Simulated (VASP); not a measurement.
# Ca: convergence, equation of state

Ca, I4/mmm (no. 139), 1 atom in the cell. AM05; PAW potentials Ca_sv_GW (PBE set). VASP 6.6.1.

Wanted: equilibrium volume within 0.125 %; bulk modulus within 1 %.

What the run is for: choice of potentials; Accuracy asked: tight; Volumes (times the given one): 0.91, 0.94, 0.97, 1, 1.03, 1.06, 1.09.

## Potentials and cutoff

| Potentials and cutoff | Equilibrium volume (Å³/atom) | Bulk modulus (GPa) | Time (s) |
|---|---|---|---|
| Ca_sv_GW, ENCUT 450 | 41.19 | 16.07 | 151 |
| Ca_sv, ENCUT 450 | 41.33 | 15.93 | 132 |
| Ca_pv, ENCUT 450 | 41.25 | 16.24 | 102 |

## Question

For each series: keep the first row unless others stay within the tolerance and take at least 30 % less time, and then take the fastest.

## Answer

- Potentials and cutoff: Ca_sv_GW, ENCUT 450

The chosen settings are those of the reference run.

## The input

INCAR:
```
  ALGO = Normal
  EDIFF = 1E-7
  ENCUT = 450
  GGA = AM
  GGA_COMPAT = False
  ISIF = 2
  ISMEAR = 1
  LASPH = True
  LCHARG = False
  LREAL = False
  LWAVE = False
  NELM = 120
  NSW = 0
  PREC = Accurate
  SIGMA = 0.1
```

KPOINTS:
```
k-points
0
Gamma
  11 11 11
```

POSCAR.step1:
```
Ca
1.0
   -2.1369584612      2.1369584612      2.1281496868
    2.1369584612     -2.1369584612      2.1281496868
    2.1369584612      2.1369584612     -2.1281496868
Ca
1
Direct
    0.5000000000      0.5000000000      0.0000000000
```

POSCAR.step2:
```
Ca
1.0
   -2.1601880904      2.1601880904      2.1512835610
    2.1601880904     -2.1601880904      2.1512835610
    2.1601880904      2.1601880904     -2.1512835610
Ca
1
Direct
    0.5000000000      0.5000000000      0.0000000000
```

POSCAR.step3:
```
Ca
1.0
   -2.1829285836      2.1829285836      2.1739303154
    2.1829285836     -2.1829285836      2.1739303154
    2.1829285836      2.1829285836     -2.1739303154
Ca
1
Direct
    0.5000000000      0.5000000000      0.0000000000
```

POSCAR.step4:
```
Ca
1.0
   -2.2052049036      2.2052049036      2.1961148100
    2.2052049036     -2.2052049036      2.1961148100
    2.2052049036      2.2052049036     -2.1961148100
Ca
1
Direct
    0.5000000000      0.5000000000      0.0000000000
```

POSCAR.step5:
```
Ca
1.0
   -2.2270400356      2.2270400356      2.2178599352
    2.2270400356     -2.2270400356      2.2178599352
    2.2270400356      2.2270400356     -2.2178599352
Ca
1
Direct
    0.5000000000      0.5000000000      0.0000000000
```

POSCAR.step6:
```
Ca
1.0
   -2.2484551958      2.2484551958      2.2391868198
    2.2484551958     -2.2484551958      2.2391868198
    2.2484551958      2.2484551958     -2.2391868198
Ca
1
Direct
    0.5000000000      0.5000000000      0.0000000000
```

POSCAR.step7:
```
Ca
1.0
   -2.2694700138      2.2694700138      2.2601150124
    2.2694700138     -2.2694700138      2.2601150124
    2.2694700138      2.2694700138     -2.2601150124
Ca
1
Direct
    0.5000000000      0.5000000000      0.0000000000
```

Commands (each step's output is kept before the next begins):
```
cat potpaw_PBE.64/Ca_sv_GW/POTCAR > POTCAR
cp POSCAR.step1 POSCAR
mpirun -np 1 vasp_std > vasp.out
cp POSCAR.step2 POSCAR
mpirun -np 1 vasp_std > vasp.out
cp POSCAR.step3 POSCAR
mpirun -np 1 vasp_std > vasp.out
cp POSCAR.step4 POSCAR
mpirun -np 1 vasp_std > vasp.out
cp POSCAR.step5 POSCAR
mpirun -np 1 vasp_std > vasp.out
cp POSCAR.step6 POSCAR
mpirun -np 1 vasp_std > vasp.out
cp POSCAR.step7 POSCAR
mpirun -np 1 vasp_std > vasp.out
```

Limits: Total energies under different potentials can't be compared; the cell and the gap can; every volume keeps the cell's shape and the atoms' fractional positions, so the modulus is that of a clamped cell, stiffer than the relaxed one, above all in layered crystals.

The chosen input took VASP 6.6.1 151 s on 1 core (Intel Xeon 6975P-C (Granite Rapids)), a shared host.
